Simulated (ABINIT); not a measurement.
Runs of ABINIT 10.8.3 (patched build) on TaN. Symmetry: Fm-3m, No. 225, cubic system. The conventional cell has a = 4.423 Å, b = 4.423 Å, c = 4.423 Å, α = 90.00°, β = 90.00°, γ = 90.00°. Around Ta (site symmetry m-3m) lie 6 N at 2.21 Å. N (site symmetry m-3m) has 6 Ta at 2.21 Å as nearest neighbours. The cell comes from a database or a generator and needn't be the stable form of this composition.

| task | level | potentials or basis | cell | k mesh | cutoff (eV) | stop of the response cycle (tolvrs) | acoustic sum rule (asr) | cell freedom (optcell) | optimiser (ionmov) | cutoff smearing ecutsm (Ha) | gap on the mesh (eV) | pressure (GPa) | relaxed volume (Å³/atom) |
| --- | --- | --- | --- | --- | --- | --- | --- | --- | --- | --- | --- | --- | --- |
| phonons | LDA | PseudoDojo NC SR LDA v0.4.1 standard | as given | 6 × 6 × 6, with 4 shifts | 952 | 1e-08 | 2 | - | - | - | - | (b) | - |
| relaxation of cell and atoms | LDA | PseudoDojo NC SR LDA v0.4.1 standard | relaxed | 8 × 8 × 8 | 1143 | - | - | 2 | 2 | 0.5 | none | 0.0 | 10.20 |
| single point | PBE | SG15 NC PBE v1.2 | as given | 8 × 8 × 8 | 952 | - | - | - | - | - | none | (a) | - |
| relaxation of cell and atoms | PBE | PseudoDojo NC SR PBE v0.4.1 standard | relaxed | 8 × 8 × 8 | 1143 | - | - | 2 | 2 | 0.5 | none | 0.0 | 10.77 |
| relaxation of cell and atoms | PBEsol | PseudoDojo NC SR PBEsol v0.4.1 standard | relaxed | 8 × 8 × 8 | 1143 | - | - | 2 | 2 | 0.5 | none | 0.0 | 10.46 |

Alike in all rows: no spin polarisation; smearing fermi-dirac 0.05 eV.

Problem. Fill in the values left out.

Solution. (a) -1.9; (b) -20.3.

Caveats: the cell is more than 3 GPa from zero pressure, which shifts response properties (some runs); so large a pressure means that the cell lies far from this level's equilibrium, or that cutoff or potentials fall short (some runs).

A k mesh can miss the band edges, and the runs leave out spin-orbit coupling on Ta.

A gap of «none» marks a metal or a gap under the smearing width.

Not every run made on this cell is shown here.
